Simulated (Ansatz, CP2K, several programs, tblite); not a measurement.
Energy against volume for wurtzite SnTe, at fixed shape and fractional coordinates, computed by several methods (PBE and r2SCAN, where shown, with plane waves in Ansatz); the cell shown is that of r2SCAN. With free coordinates or axes held, a curve is too stiff, and on another method's shape its minimum isn't the method's own volume. The symmetry is P6_3mc (No. 186, hexagonal); conventional cell a = 5.397 Å, c = 6.488 Å, 40.91 Å³ an atom. Sn has 5 Te at 3.03–3.46 Å; Te has 5 Sn at 3.03–3.46 Å. The calculation is spin-unpolarised, and the structure need not be a phase that has been made. Energies count from each curve's lowest point; fits are third-order Birch-Murnaghan.

```
CELL_PARAMETERS angstrom
5.39676 0.00000 0.00000
-2.69838 4.67373 0.00000
0.00000 0.00000 6.48780
ATOMIC_POSITIONS crystal
Sn 0.33333 0.66667 0.95402
Sn 0.66667 0.33333 0.45402
Te 0.33333 0.66667 0.42098
Te 0.66667 0.33333 0.92098
```

Q: PBE/DZVP (CP2K), on the shape of the cell shown, gives
```csv
V (Å³/atom),E (meV/atom)
36.001,118.25
38.456,39.60
40.910,3.96
43.365,0.00
45.820,19.40
```
What equilibrium volume and bulk modulus follow?

A: V₀ = 42.48 Å³ an atom and B₀ = 29 GPa.

PBE/SZV (CP2K), on the shape of the cell shown:
```tsv
V (Å³/atom)	E (meV/atom)
36.001	262.36
38.456	122.17
40.910	41.20
43.365	4.19
45.820	0.00
```
The lowest point is an end point, so the minimum isn't bracketed.

Q: PBE, on the shape of its own relaxed cell, gives
```
V (Å³/atom)  E (meV/atom)
     39.015         15.56
     40.260          3.69
     41.505          0.00
     42.750          3.31
     43.995         12.61
```
What equilibrium volume and bulk modulus follow?

A: V₀ = 41.51 Å³ an atom and B₀ = 30 GPa.

light PBE (260 eV, its own mesh), on the shape of the cell shown:
```csv
V (Å³/atom),E (meV/atom)
37.638,52.62
39.274,32.57
40.910,16.26
42.547,0.00
44.183,21.98
45.820,21.09
```
The points scatter about a smooth fit, as a low cutoff and a light mesh can make them, so no fit is quoted.

GFN1-xTB (tblite), on the shape of the cell shown, as a cluster of 32 atoms at the zone centre:

| V (Å³/atom) | E (meV/atom) |
| --- | --- |
| 36.001 | 0.00 |
| 38.456 | 115.65 |
| 40.910 | 267.70 |
| 43.365 | 445.15 |
| 45.820 | 649.21 |

The lowest point is an end point, so the minimum isn't bracketed.
